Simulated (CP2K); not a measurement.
## P in CP2K: convergence with smearing width

P:

```
P
1.0
     3.71022    0.00000    0.00000
     2.10486    3.05537    0.00000
     2.10486    1.10594    2.84819
P
2
Direct
  0.72627 0.79651 0.78287
  0.26327 0.20647 0.21859
```

This isn't the form of P at room conditions, which is orthorhombic.

The cell isn't the ideal one: atoms moved at random, drawn with an rms of 0.15 Å.

```yaml
Program: CP2K 2026.2
Task: single point
Functional: LDA
Potentials_or_basis: GTH_POTENTIALS P GTH-PADE-q5; TZVP-MOLOPT-PBE-GTH basis
Density_cutoff: 6123 eV
k_mesh: 7 × 7 × 7
Occupations: fermi-dirac, width 0.5 eV
Spin: no spin polarisation
```

These are the settings of the first run; the series varies smearing width, with any setting tied to it.

Hardware: 1 thread of Intel(R) Xeon(R) 6975P-C (Granite Rapids), with other jobs on the host.

```csv
smearing width,"energy less the tightest run, at zero smearing (meV/atom)",pressure (GPa),largest force (eV/Å),SCF cycles,CPU time (s),peak memory (GiB)
0.5 eV,23.72,-1.36,1.290,11,16,0.3
0.3 eV,5.38,-1.73,1.338,11,16,0.3
0.2 eV,0.83,-1.74,1.346,11,16,0.3
0.1 eV,-0.52,-1.70,1.351,11,16,0.3
0.05 eV,-0.26,-1.69,1.356,11,16,0.3
0.025 eV,-0.07,-1.69,1.361,11,16,0.3
0.01 eV,0.00,-1.70,1.363,11,16,0.3
```

Against the tightest run, the energy stays within 1 meV/atom from 0.2 eV on; the pressure stays within 0.1 GPa from 0.3 eV on; the largest force stays within 0.005 eV/Å from 0.025 eV on. Narrower smearing needs a denser k mesh, so at a fixed mesh the narrowest width isn't the most accurate. The tightest run that finished is the yardstick and may itself not be fully converged.

Caveat, for the tightest run too: the basis of atomic orbitals isn't converged, which shifts pressures, moduli and gaps.
